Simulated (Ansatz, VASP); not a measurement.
**One calculation of Cs, two programs**

```xyz
1
Lattice="-2.9188 2.9188 2.9188 2.9188 -2.9188 2.9188 2.9188 2.9188 -2.9188" Properties=species:S:1:pos:R:3 pbc="T T T"
Cs    0.0000    0.0000    0.0000
```

Alike in both runs: task single point; functional LDA; k mesh 10 × 10 × 10; occupations gaussian, width 0.05 eV; no spin polarisation.

|  | VASP | Ansatz |
| --- | --- | --- |
| version | VASP 6.6.1 | Ansatz 0.2.0 |
| potentials or method | VASP PAW LDA potentials, release 64 (Cs_sv) | scalar-relativistic, plane waves, PAW |
| plane-wave cutoff (eV) | 520 | 420 |
| valence electrons in the cell | 9 | 9 |

```csv
,VASP,Ansatz,Ansatz less VASP
pressure (GPa),-0.1,-0.1,+0.01
```

Spin-orbit coupling is left out, which matters for the levels of Cs.
